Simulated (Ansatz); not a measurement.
Input of an Ansatz 0.2.0 run:

File input.yaml:

```yaml
crystal:
  lattice:
    - [-3.1284650614, 3.1284650614, 3.1284650614]
    - [3.1284650614, -3.1284650614, 3.1284650614]
    - [3.1284650614, 3.1284650614, -3.1284650614]
  atoms:
    - { symbol: Cs, position: [0.0, 0.0, 0.0] }
hamiltonian:
  xc: pbesol
  pseudopotentials: { kind: paw_fr }
magnetization:
  noncollinear: true
  spin_orbit: true
kpoints:
  mp_grid: { grid: [6, 6, 6] }
  band_path:
    path:
      - [[0.0, 0.0, 0.0], [0.5, -0.5, 0.5], [0.0, 0.0, 0.5], [0.0, 0.0, 0.0], [0.25, 0.25, 0.25], [0.5, -0.5, 0.5]]
      - [[0.25, 0.25, 0.25], [0.0, 0.0, 0.5]]
    npoints: 14
scf:
  occupations: { method: fermi_dirac, width: 0.05 }
  n_extra_bands: 6
output:
  forces: true
  stress: true
  eigenvalues: true
  fatbands: false
```

Potentials or basis: Ansatz PAW.

Run with:

```console
$ ansatz run input.yaml --threads 2 --pin off --max-ram 5632MiB --backend cpu --events-out ev --progress --plain --runs-dir out
```

Question: What does it give for the band gap on the k mesh?

Answer: None (metal or under the smearing width).

Question: Estimate the pressure.

Answer: -0.2 GPa.

Levels at the corners of the path, in eV from the Fermi level:
```
point  band 5  band 6  band 7  band 8  band 9  band 10  band 11  band 12
    Γ  -10.11  -10.11  -10.11  -10.11   -1.62    -1.62     2.44     2.44
    H  -10.20  -10.20  -10.20  -10.20    0.71     0.71     0.71     0.71
    N  -10.20  -10.20  -10.13  -10.13    0.06     0.06     0.80     0.80
    Γ  -10.11  -10.11  -10.11  -10.11   -1.62    -1.62     2.44     2.44
    P  -10.17  -10.17  -10.17  -10.17    0.89     0.89     1.01     1.01
    H  -10.20  -10.20  -10.20  -10.20    0.71     0.71     0.71     0.71
    P  -10.17  -10.17  -10.17  -10.17    0.89     0.89     1.01     1.01
    N  -10.20  -10.20  -10.13  -10.13    0.06     0.06     0.80     0.80
```

Caveat: the PAW data sets come from PBE, with cores solved anew for the run's functional, which leaves a small shift of forces and pressure.
